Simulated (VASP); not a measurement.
VASP 6.6.1 run: LiCl

INCAR

```
IBRION = -1
NSW = 0
ISMEAR = -1
LWAVE = .FALSE.
NBANDS = 18
GGA = PE
LASPH = .FALSE.
ENCUT = 520
EDIFF = 1E-7
PREC = Accurate
NELM = 120
ISIF = 2
SIGMA = 0.02
LCHARG = .FALSE.
LREAL = .FALSE.
```

KPOINTS

```
KPOINTS created by Atomic Simulation Environment
0
Monkhorst-Pack
12 12 4
0 0 0
```

POSCAR

```
Li Cl
 1.0000000000000000
     3.9915386861783131    0.0000000000000000    0.0000000000000000
    -1.9957693430891565    3.4567739024187816    0.0000000000000000
     0.0000000000000000    0.0000000000000000    6.3800688566000003
 Li  Cl
   2   2
Cartesian
 -0.0000000000000000  2.3045159349458544 -0.0199509327655252
  1.9957693430891563  1.1522579674729272  3.1700834955344752
 -0.0000000000000000  2.3045159349458544  2.4124767539905254
  1.9957693430891563  1.1522579674729272  5.6025111822905256
```

The recommended PBE PAW datasets give the neutral cell 20 valence electrons.

Command

```
mpirun -np 1 vasp_std
```

OSZICAR

```
N       E                     dE             d eps       ncg     rms          rms(c)
DAV:   1     0.131816459694E+03    0.13182E+03   -0.87604E+03  3024   0.105E+03
DAV:   2     0.915854496999E+00   -0.13090E+03   -0.12578E+03  3758   0.232E+02
DAV:   3    -0.145412421927E+02   -0.15457E+02   -0.15384E+02  5232   0.688E+01
DAV:   4    -0.150604135574E+02   -0.51917E+00   -0.51694E+00  4558   0.140E+01
DAV:   5    -0.150944000413E+02   -0.33986E-01   -0.33980E-01  4724   0.283E+00    0.327E+00
DAV:   6    -0.148246521118E+02    0.26975E+00   -0.48147E-01  3670   0.321E+00    0.243E+00
DAV:   7    -0.148314015917E+02   -0.67495E-02   -0.15411E-01  4158   0.179E+00    0.148E+00
DAV:   8    -0.148572513166E+02   -0.25850E-01   -0.29864E-02  3382   0.113E+00    0.285E-01
DAV:   9    -0.148574423075E+02   -0.19099E-03   -0.13668E-03  4476   0.237E-01    0.963E-02
DAV:  10    -0.148588964521E+02   -0.14541E-02   -0.16827E-03  3216   0.232E-01    0.323E-02
DAV:  11    -0.148589106594E+02   -0.14207E-04   -0.28150E-05  4312   0.346E-02    0.672E-03
DAV:  12    -0.148589222411E+02   -0.11582E-04   -0.12555E-05  3274   0.212E-02    0.397E-03
DAV:  13    -0.148589226329E+02   -0.39178E-06   -0.64609E-07  4366   0.454E-03    0.115E-03
DAV:  14    -0.148589226587E+02   -0.25829E-07   -0.37838E-08  3060   0.157E-03
   1 F= -.14858923E+02 E0= -.14858923E+02  d E =-.363516E-11
```

From OUTCAR

```
k-points           NKPTS =     84   k-points in BZ     NKDIM =     84   number of bands    NBANDS=     18

   NELECT =      20.0000    total number of electrons

   dimension x,y,z NGX =    30 NGY =   30 NGZ =   48
   dimension x,y,z NGXF=    60 NGYF=   60 NGZF=   96

  energy-cutoff  :      520.00
  volume of cell :       88.03
      direct lattice vectors                 reciprocal lattice vectors
     3.991538686  0.000000000  0.000000000     0.250529953  0.144643536  0.000000000
    -1.995769343  3.456773902  0.000000000     0.000000000  0.289287072  0.000000000
     0.000000000  0.000000000  6.380068857     0.000000000  0.000000000  0.156738120

 k-points in reciprocal lattice and weights: KPOINTS created by Atomic Simulation Env
   0.04166667  0.04166667  0.12500000       0.007
   0.12500000  0.04166667  0.12500000       0.014
   0.20833333  0.04166667  0.12500000       0.014
   0.29166667  0.04166667  0.12500000       0.014
   0.37500000  0.04166667  0.12500000       0.014
   0.45833333  0.04166667  0.12500000       0.014
  -0.45833333  0.04166667  0.12500000       0.014
  -0.37500000  0.04166667  0.12500000       0.014
   ...

 E-fermi :  -1.1131

 k-point     1 :       0.0417    0.0417    0.1250
  band No.  band energies     occupation
      1     -44.5793      2.00000
      2     -44.5782      2.00000
      3     -14.1217      2.00000
      4     -13.8796      2.00000
      5      -3.3033      2.00000
      6      -1.9327      2.00000
      7      -1.8973      2.00000
      8      -1.7052      2.00000
      9      -1.6051      2.00000
     10      -1.5735      2.00000
     11       4.4976      0.00000
     12       6.5807      0.00000
     13       8.3270      0.00000
     14       8.4437      0.00000
     15       8.7340      0.00000
     16       8.8743      0.00000
     17       9.2732      0.00000
     18       9.3545      0.00000

 k-point     2 :       0.1250    0.0417    0.1250
  band No.  band energies     occupation
      1     -44.5791      2.00000
      2     -44.5782      2.00000
      3     -14.0906      2.00000
      4     -13.8660      2.00000
      5      -3.2281      2.00000
      6      -2.1386      2.00000
      7      -2.0186      2.00000
      8      -1.9022      2.00000
      9      -1.6486      2.00000
     10      -1.6038      2.00000
     11       4.8336      0.00000
     12       6.8910      0.00000
     13       8.1941      0.00000
     14       8.3021      0.00000
     15       8.7289      0.00000
     16       8.9876      0.00000
     17       9.4767      0.00000
     18       9.5799      0.00000

 k-point     3 :       0.2083    0.0417    0.1250
  band No.  band energies     occupation
      1     -44.5789      2.00000
      2     -44.5781      2.00000
      3     -14.0409      2.00000
      4     -13.8467      2.00000
      5      -3.1105      2.00000
      6      -2.4498      2.00000
      7      -2.2502      2.00000
      8      -2.0731      2.00000
      9      -1.7141      2.00000
     10      -1.6727      2.00000
     11       5.3025      0.00000
     12       7.1187      0.00000
     13       7.8108      0.00000
     14       8.3664      0.00000
     15       8.9053      0.00000
     16       9.0438      0.00000
     17       9.5755      0.00000
     18      10.0465      0.00000

 ...

  Total       -0.6201772     -0.6201772     -0.6028041      0.0000000      0.0000000      0.0000000
  in kB      -11.2872908    -11.2872908    -10.9710973      0.0000000      0.0000000      0.0000000
  external PRESSURE =     -11.1818930 kB  Pullay stress =       0.0000000 kB

 POSITION                                       TOTAL-FORCE (eV/Angst)
 -----------------------------------------------------------------------------------
      0.00000      2.30452      6.36012        -0.000000      0.000000      0.002616
      1.99577      1.15226      3.17008         0.000000     -0.000000      0.002616
      0.00000      2.30452      2.41248        -0.000000     -0.000000     -0.002616
      1.99577      1.15226      5.60251         0.000000      0.000000     -0.002616
 -----------------------------------------------------------------------------------
    total drift:                               -0.000001     -0.000001      0.000338

  FREE ENERGIE OF THE ION-ELECTRON SYSTEM (eV)
  ---------------------------------------------------
  free  energy   TOTEN  =       -14.8589226587 eV

  energy  without entropy=      -14.8589226587  energy(sigma->0) =      -14.85892266
```

It converged. Results: gap between bands v and c on the k mesh 6.00 eV; least direct gap on the k mesh 6.00 eV; pressure -1.1 GPa. Band v is the last that the valence electrons fill when counted band by band, and c is the next.

The shifted mesh misses Γ, so a band edge there is missed.

For comparison, a separate PBE run of the intended cell, on usual settings and not on those above, gives a gap of 5.78 eV on its mesh and a pressure of -1.1 GPa.

The run above took about 90 s on one core of a shared host (Intel Xeon Platinum 8488C) and held 0.23 GiB at most.
